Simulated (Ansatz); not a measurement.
# Mg2Si: band gap under strain

How does strain move the band edges of Mg2Si in the antifluorite structure, and do the functionals agree on it? States: no strain; -4.0 % equal strain in all directions; -3.0 % equal strain in all directions.

Program: Ansatz 0.2.0. PAW datasets, plane waves. The values are computed, spin-unpolarised, and not measurements.

## (1) The cell

The unstrained cell was relaxed with r2SCAN; in each strained cell the atoms were relaxed again with r2SCAN. Names of k-points are those of the unstrained zone, where strain can split equivalent points. First state: no strain.

Space group Fm-3m (No. 225), cubic; conventional cell a = 6.338 Å, 21.22 Å³ an atom. Si has 8 Mg at 2.74 Å; Mg has 4 Si at 2.74 Å.

Structure file:

```
CELL_PARAMETERS angstrom
0.00000 3.16896 3.16896
3.16896 0.00000 3.16896
3.16896 3.16896 0.00000
ATOMIC_POSITIONS crystal
Si 0.00000 0.00000 0.00000
Mg 0.25000 0.25000 0.25000
Mg 0.75000 0.75000 0.75000
```

## (2) No strain: PBE

input.yaml reads:

```yaml
crystal:
  lattice:
    - [0.0, 3.1689631855, 3.1689631855]
    - [3.1689631855, 0.0, 3.1689631855]
    - [3.1689631855, 3.1689631855, 0.0]
  atoms:
    - { symbol: Si, position: [0.0, 0.0, 0.0] }
    - { symbol: Mg, position: [0.25, 0.25, 0.25] }
    - { symbol: Mg, position: [0.75, 0.75, 0.75] }
kpoints:
  mp_grid: { grid: [8, 8, 8] }
  band_path:
    path:
      - [0.0, 0.0, 0.0]
      - [0.5, 0.0, 0.5]
      - [0.625, 0.25, 0.625]
      - [0.375, 0.375, 0.75]
      - [0.5, 0.5, 0.5]
      - [0.5, 0.25, 0.75]
      - [0.0, 0.5, 0.5]
    npoints: 1
hamiltonian:
  xc: pbe
scf:
  occupations: { method: fermi_dirac, width: 0.02 }
  n_extra_bands: 4
output:
  forces: true
  stress: true
  eigenvalues: true
  write_density: true
  write_potential: true
  elf: true
  volumetric_format: npy
```

Launch:

```
$ ansatz run input.yaml --threads 2 --pin off --max-ram 20275MiB --backend cpu --events-out ev --progress --plain --runs-dir out
```

Log, shortened:

```text
scf.n_extra_bands = 4 over 12 filled bands (N_el = 24.0): the run solves 16 bands
[...]
Pseudopotentials: kind: paw
Pseudopotential: Si, paw, valence charge 4, recommended cutoff 420 eV (normal), Si.paw.azcp
Pseudopotential: Mg, paw, valence charge 10, recommended cutoff 420 eV (normal), Mg.paw.azcp
Functional definition: PBE
[...]
Crystal: 3 atoms, lattice volume = 63.648 Å³
Basis set: ecut = 420 eV, 1243 PW (Γ), exchange–correlation on 60×60×60 points (8 copies of the dense FFT grid, shifted against one another)
Bands: 16, of which v1, the nominal top of the filled ones, is band 12 counted from 1 (11 counted from 0)
Symmetry: 48 space group operations
Space group: Fm-3m (ITA 225), of the structure as read, at distance tolerance 4.0e-5 Å
k-points: 29 of 512
[...]
SCF iter   1: F=—  HF=-4483.898092 eV  |F-HF|=—  |Δ(HF+E_count)|=         —  Δρ=4.34e-3  dr2=3.16e-2  ethr=1.77e-3  ⟨swp⟩=6.0  Hψ=2450  notcnv=0
[...]
SCF iter   6: F=-4483.888155 eV  HF=-4483.888155 eV  |F-HF|=3.10e-10  |Δ(HF+E_count)|=   6.52e-9  Δρ=6.49e-7  dr2=5.05e-10  ethr=5.75e-11  ⟨swp⟩=5.3  Hψ=2331  notcnv=0
[...]
NSCF: frozen V_eff on 7 k-points
SCF converged after 6 iterations
Free energy (F): -4483.888155 eV
[...]
E sigma→0 (E₀):  -4483.888146 eV
Entropy (-TS):   -0.000018 eV (-0.006 meV/atom)
Fermi energy:    6.037296 eV
[...]
--- Forces (eV/Å), atoms counted from 1 ---
  atom   1  Si    -0.00000000     0.00000000    -0.00000000
  atom   2  Mg     0.00000000    -0.00000000    -0.00000000
  atom   3  Mg    -0.00000000     0.00000000    -0.00000000
[...]
--- Stress (GPa, compression-positive) ---
        0.698984      -0.000000       0.000000
       -0.000000       0.698984      -0.000000
        0.000000       0.000000       0.698984
  P = ⅓ Tr σ = 0.6990 GPa (6.990 kbar)
--- Band table (eV; the first three rows and the last of 29) ---
  k-point 0: bands = ["-69.9557", "-69.9525", "-36.7153", "-36.7153", "-36.7153", "-36.7005", "-36.7005", "-36.7005", "-3.1990", "5.9361", "5.9361", "5.9361", "7.8510", "8.5203", "8.5203", "8.5203"]
[...]
```

It took 0.8 s on 2 threads of AMD EPYC 7R13 (Zen 3), shared host; peak memory 0.53 GiB.

PBE gives an indirect gap of 0.20 eV, from Γ to X; the least direct gap is 1.91 eV.

Levels at the named points, in eV from the top of band v (v: the last filled band by count, c: the next):

```csv
point,v−1,v,c,c+1
Γ,0.00,0.00,1.91,2.58
X,-1.94,-1.94,0.20,0.43
U,-3.44,-1.62,0.71,3.00
K,-3.44,-1.62,0.71,3.00
L,-0.70,-0.70,1.29,2.56
W,-3.60,-2.66,2.67,3.59
```

Axes a, b and c in the maps are those of this run's conventional cell (a, b, c = 6.338, 6.338, 6.338 Å).

Density in a lattice plane of the grid's cell (edges 6.34 and 6.34 Å, at 0.250 of the third edge), which holds Mg.

Ten even steps from '0' (0.10 e/Å³) to '9' (28.38 e/Å³):
```
000000000000000000000000
000000000000000000000000
000000000000000000000000
000003530000000003530000
000016961000000016961000
000003530000000003530000
000000000000000000000000
000000000000000000000000
000000000000000000000000
000000000000000000000000
000000000000000000000000
000000000000000000000000
000000000000000000000000
000003530000000003530000
000016961000000016961000
000003530000000003530000
000000000000000000000000
000000000000000000000000
000000000000000000000000
000000000000000000000000
```
Columns run along the first of these edges and rows up along the second, over one cell in 24 and 20 even steps from the bottom left corner. Atoms in the plane (fractional): Mg at (0.25, 0.25), Mg at (0.75, 0.75), Mg at (0.25, 0.75), Mg at (0.75, 0.25).

ELF in the same plane.

Ten even steps from '0' (0.05) to '9' (0.62):
```
999853335899999853235899
997410001479997410001479
773003430037773003430037
641046564014641046564014
530054245003530054245003
641046564014641046564014
773003430037773003430037
997410001479997410001479
999853235899999853335899
999875557899999875557899
999853235899999853335899
997410001479997410001479
773003430037773003430037
641046564014641046564014
530054245003530054245003
641046564014641046564014
773003430037773003430037
997410001479997410001479
999853335899999853235899
999875557899999875557899
```
Columns run along the first of these edges and rows up along the second, over one cell in 24 and 20 even steps from the bottom left corner. Atoms in the plane (fractional): Mg at (0.25, 0.25), Mg at (0.75, 0.75), Mg at (0.25, 0.75), Mg at (0.75, 0.25).

Both are smooth fields of the valence electrons: close to the nuclei they are not physical.

Outside the cores ELF peaks at 0.83 on the Si–Mg line, 1.2 Å from Si.

## (3) No strain: r2SCAN

Changes to input.yaml since step 2:

```diff
@@ -22,5 +22,5 @@
 hamiltonian:
-  xc: pbe
+  xc: r2scan
 scf:
-  occupations: { method: fermi_dirac, width: 0.02 }
+  occupations: { method: fixed }
   n_extra_bands: 4
@@ -30,5 +30 @@
   eigenvalues: true
-  write_density: true
-  write_potential: true
-  elf: true
-  volumetric_format: npy
```

Launch:

```
$ ansatz run input.yaml --threads 2 --pin off --max-ram 20275MiB --backend cpu --events-out ev --progress --plain --runs-dir out
```

Log, shortened:

```text
scf.n_extra_bands = 4 over 12 filled bands (N_el = 24.0): the run solves 16 bands
[...]
[... 1 set-up line as earlier in the session ...]
Pseudopotential: Si, paw, valence charge 4, recommended cutoff 500 eV (meta_gga), Si.paw.azcp
Pseudopotential: Mg, paw, valence charge 10, recommended cutoff 500 eV (meta_gga), Mg.paw.azcp
Functional definition: r2SCAN
[...]
Crystal: 3 atoms, lattice volume = 63.648 Å³
Basis set: ecut = 500 eV, 1639 PW (Γ), exchange–correlation on 144×144×144 points (64 copies of the dense FFT grid, shifted against one another)
Bands: 16, of which v1, the nominal top of the filled ones, is band 12 counted from 1 (11 counted from 0)
[... 2 set-up lines as earlier in the session ...]
k-points: 29 of 512
[...]
SCF iter   6: F=-4492.488163 eV  HF=-4492.488163 eV  |F-HF|=6.59e-10  |Δ(HF+E_count)|=   5.56e-8  Δρ=9.39e-7  dr2=1.08e-9  dr2_τ=1.93e-11  ethr=6.24e-11  ⟨swp⟩=4.0  Hψ=2014  notcnv=0
[...]
NSCF: frozen V_eff on 7 k-points
SCF converged after 6 iterations
Free energy (F): -4492.488163 eV
[...]
E sigma→0 (E₀):  -4492.488163 eV
Fermi energy:    5.862957 eV
[...]
--- Forces (eV/Å), atoms counted from 1 ---
  atom   1  Si    -0.00000000     0.00000000     0.00000000
  atom   2  Mg     0.00000000     0.00000000     0.00000000
  atom   3  Mg     0.00000000     0.00000000     0.00000000
[...]
--- Stress (GPa, compression-positive) ---
        0.001614      -0.000000       0.000000
       -0.000000       0.001614       0.000000
       -0.000000      -0.000000       0.001614
  P = ⅓ Tr σ = 0.0016 GPa (0.016 kbar)
--- Band table (eV; the first three rows and the last of 29) ---
  k-point 0: bands = ["-72.9633", "-72.9601", "-38.0695", "-38.0695", "-38.0695", "-38.0539", "-38.0539", "-38.0539", "-3.6801", "5.8630", "5.8630", "5.8630", "8.3663", "8.7127", "8.7127", "8.7127"]
[...]
```

Wall time 1.9 s (2 threads of AMD EPYC 7R13 (Zen 3), shared host); peak memory 0.72 GiB.

Gap with r2SCAN: 0.45 eV, valence top at Γ, conduction bottom at X. Least direct gap: 2.48 eV.

Stress along x, y, z: 0.00, 0.00, 0.00 GPa (compression positive).

## (4) No strain: HSE06

Changes to input.yaml since step 3:

```diff
@@ -10,3 +10,3 @@
 kpoints:
-  mp_grid: { grid: [8, 8, 8] }
+  mp_grid: { grid: [6, 6, 6] }
   band_path:
@@ -22,3 +22,3 @@
 hamiltonian:
-  xc: r2scan
+  xc: hse06
 scf:
```

Log, shortened:

```text
Warning: output.stress: scf.convergence.dr2_threshold = 1e-7 eV (the SCF's general default) is looser than the 3e-10 eV advised for a printed stress (1e-10 eV for each atom of the cell: 3). What an SCF threshold leaves in a stress goes as its square root, and in the free energy as the [...]
Warning: output.stress: scf.exx.energy_threshold = 1e-6 eV is looser than the 3e-8 eV advised for a stress under a hybrid functional (1e-8 eV for each atom of the cell: 3). Every SCF of the exchange loop can meet its threshold on dr2 while the loop round them stops early: no threshold on [...]
scf.n_extra_bands = 4 over 12 filled bands (N_el = 24.0): the run solves 16 bands
[...]
[... 3 set-up lines as earlier in the session ...]
Functional definition: HSE06
[...]
davidson cushion auto → on  (no smearing: the cushion is to keep the highest requested band from converging to the state above it; pin scf.eigensolver.cushion to override)
Crystal: 3 atoms, lattice volume = 63.648 Å³
[...]
NSCF: frozen V_eff on 7 k-points
hybrid SCF converged: 2 outer / 9 inner (+4 warm-up), last move |dexx| = 1.52e-7 eV, tail = 3.12e-8 eV
Stability not checked: this state was not tested for a lower state beside it, because the functional holds exact exchange (a hybrid, or Hartree-Fock), whose exchange loop this test does not read (fock_operator; see scf.lower_state_search)
Free energy (F): -4484.991885 eV
Frozen-core exchange: fock
[...]
E sigma→0 (E₀):  -4484.991885 eV
Fermi energy:    5.690145 eV
[...]
--- Forces (eV/Å), atoms counted from 1 ---
  atom   1  Si     0.00000000    -0.00000000    -0.00000000
  atom   2  Mg     0.00000000     0.00000000    -0.00000000
  atom   3  Mg     0.00000000    -0.00000000    -0.00000000
[...]
--- Stress (GPa, compression-positive) ---
       -0.024326       0.000000      -0.000000
       -0.000000      -0.024326      -0.000000
       -0.000000       0.000000      -0.024326
  P = ⅓ Tr σ = -0.0243 GPa (-0.243 kbar)
--- Band table (eV; the first three rows and the last of 16) ---
  k-point 0: bands = ["-75.5114", "-75.5080", "-40.4062", "-40.4062", "-40.4062", "-40.3919", "-40.3919", "-40.3919", "-4.5737", "5.6901", "5.6901", "5.6901", "8.2280", "8.8414", "8.8414", "8.8414"]
[...]
```

It took 71 s on 1 × NVIDIA H100 80GB HBM3 with 2 threads of AMD EPYC 7R13 (Zen 3), shared host; peak host memory 2.3 GiB.

HSE06 gives an indirect gap of 0.56 eV, from Γ to X; the least direct gap is 2.54 eV.

## (5) -4.0 % equal strain in all directions: PBE

The symmetry is Fm-3m (No. 225, cubic); conventional cell a = 6.084 Å, 18.77 Å³ an atom. Si has 8 Mg at 2.63 Å; Mg has 4 Si at 2.63 Å.

Changes to input.yaml since step 4:

```diff
@@ -2,5 +2,5 @@
   lattice:
-    - [0.0, 3.1689631855, 3.1689631855]
-    - [3.1689631855, 0.0, 3.1689631855]
-    - [3.1689631855, 3.1689631855, 0.0]
+    - [0.0, 3.042204658, 3.042204658]
+    - [3.042204658, 0.0, 3.042204658]
+    - [3.042204658, 3.042204658, 0.0]
   atoms:
@@ -10,3 +10,3 @@
 kpoints:
-  mp_grid: { grid: [6, 6, 6] }
+  mp_grid: { grid: [8, 8, 8] }
   band_path:
@@ -22,5 +22,5 @@
 hamiltonian:
-  xc: hse06
+  xc: pbe
 scf:
-  occupations: { method: fixed }
+  occupations: { method: fermi_dirac, width: 0.02 }
   n_extra_bands: 4
```

Launch:

```
$ ansatz run input.yaml --threads 2 --pin off --max-ram 20275MiB --backend cpu --events-out ev --progress --plain --runs-dir out
```

Log, shortened:

```text
scf.n_extra_bands = 4 over 12 filled bands (N_el = 24.0): the run solves 16 bands
[...]
[... 4 set-up lines as earlier in the session ...]
[...]
Crystal: 3 atoms, lattice volume = 56.311 Å³
Basis set: ecut = 420 eV, 1067 PW (Γ), exchange–correlation on 60×60×60 points (8 copies of the dense FFT grid, shifted against one another)
Bands: 16, of which v1, the nominal top of the filled ones, is band 12 counted from 1 (11 counted from 0)
[... 1 set-up line as earlier in the session ...]
Space group: Fm-3m (ITA 225), of the structure as read, at distance tolerance 3.8e-5 Å
k-points: 29 of 512
[...]
NSCF: frozen V_eff on 7 k-points
SCF converged after 7 iterations
Free energy (F): -4483.672477 eV
[...]
E sigma→0 (E₀):  -4483.672333 eV
Entropy (-TS):   -0.000288 eV (-0.096 meV/atom)
Fermi energy:    7.058472 eV
[...]
--- Forces (eV/Å), atoms counted from 1 ---
  atom   1  Si    -0.00000000     0.00000000    -0.00000000
  atom   2  Mg     0.00000000     0.00000000    -0.00000000
  atom   3  Mg     0.00000000    -0.00000000    -0.00000000
[...]
--- Stress (GPa, compression-positive) ---
        9.567353       0.000000       0.000000
       -0.000000       9.567353       0.000000
       -0.000000       0.000000       9.567353
  P = ⅓ Tr σ = 9.5674 GPa (95.674 kbar)
--- Band table (eV; the first three rows and the last of 29) ---
  k-point 0: bands = ["-68.5991", "-68.5932", "-35.3627", "-35.3627", "-35.3627", "-35.3387", "-35.3387", "-35.3387", "-2.6552", "7.0389", "7.0389", "7.0389", "9.7029", "9.8007", "9.8007", "9.8007"]
[...]
```

It took 0.73 s on 2 threads of AMD EPYC 7R13 (Zen 3), shared host; peak memory 0.51 GiB.

The PBE gap is 0.04 eV and indirect (Γ to X), with 2.15 eV as the least direct one.

Levels at the named points, in eV from the top of band v (v: the last filled band by count, c: the next):

```csv
point,v−1,v,c,c+1
Γ,0.00,0.00,2.66,2.76
X,-2.11,-2.11,0.04,0.61
U,-3.74,-1.76,0.72,3.24
K,-3.74,-1.76,0.72,3.24
L,-0.74,-0.74,1.78,2.62
W,-3.85,-2.96,2.72,3.95
```

[end of part 1 of 2]
